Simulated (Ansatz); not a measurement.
Input and command of a calculation in Ansatz (plane waves; scalar-relativistic PAW potentials unless the input names others):

```yaml
crystal:
  lattice:
    - [0.0, 3.4559503595, 3.4559503595]
    - [3.4559503595, 0.0, 3.4559503595]
    - [3.4559503595, 3.4559503595, 0.0]
  atoms:
    - { symbol: Rb, position: [0.0, 0.0, 0.0] }
    - { symbol: Br, position: [0.5, 0.5, 0.5] }
basis:
  ecutwfc: 420
kpoints:
  mp_grid: { grid: [6, 6, 6] }
hamiltonian:
  xc: b3-lyp
scf:
  occupations: { method: gaussian, width: 0.02 }
  max_iter: 75
output:
  forces: true
  eigenvalues: true
  stress: true
relax:
  adjacent_minimum: "off"
  f_tol: 0.01
  max_steps: 80
  cell: { stress_tol: 0.05 }
```

```bash
ansatz run input.yaml --threads 1 --pin off --max-ram 2560MiB --backend cpu --events-out ev --progress --plain --runs-dir out
```

Task: Will this input run?

Result: The program refuses it, because of an unknown functional (hamiltonian.xc: "pbe" → "b3-lyp"; the functional meant is spelt b3lyp). With the sound run's settings it is accepted.

Abridged log:
```
Error: YAML parse error: error: line 14 column 7: hamiltonian.xc: unknown variant `b3-lyp`, expected one of `lda`, `lda-pw`, `pw92`, `pbe`, `pbesol`, `rpbe`, `revpbe`, `blyp`, `pbe0`, `revpbe0`, `b3lyp`, `b3lyp5`, `hse06`, `wpbeh`, `hiss`, `lc_wpbe`, `cam_b3lyp`, `hf`, `r2scan`, `r2scanh`, `r2scan0`, `r2scan50`, `mr2scan`
  --> <input>:14:7
   |
12 |   mp_grid: { grid: [6, 6, 6] }
13 | hamiltonian:
14 |   xc: b3-lyp
   |       ^ hamiltonian.xc: unknown variant `b3-lyp`, expected one of `lda`, `lda-pw`, `pw92`, `pbe`, `pbesol`, `rpbe`, `revpbe`, `blyp`, `pbe0`, `revpbe0`, `b3lyp`, `b3lyp5`, `hse06`, `wpbeh`, `hiss`, `lc_wpbe`, `cam_b3lyp`, `hf`, `r2scan`, `r2scanh`, `r2scan0`, `r2scan50`, `mr2scan`
15 | scf:
16 |   occupations: { method: gaussian, width: 0.02 }
   |
```